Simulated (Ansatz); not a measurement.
The system is Ti.

```
CELL_PARAMETERS angstrom
2.95000 0.00000 0.00000
-1.47500 2.55477 0.00000
0.00000 0.00000 4.68000
ATOMIC_POSITIONS crystal
Ti 0.66667 0.33333 0.75000
Ti 0.33333 0.66667 0.25000
```

Base run:

```yaml
Program: Ansatz 0.2.0
Functional: LDA
Potentials_or_basis: all-electron LAPW, scalar-relativistic
Cutoff: 220 eV (chosen from the basis error)
Basis_error_allowed: 0.001 eV/atom
k_mesh: 10 × 10 × 6
Occupations: fermi-dirac, width 0.05 eV
Spin: no spin polarisation
```

Its results: pressure -9.8 GPa.

Task: The run is repeated on the same cell with these changes: functional from LDA to BLYP. What comes out?

Result: Pressure 0.9 GPa.

BLYP binds less tightly than LDA, so the same cell stands under more pressure.
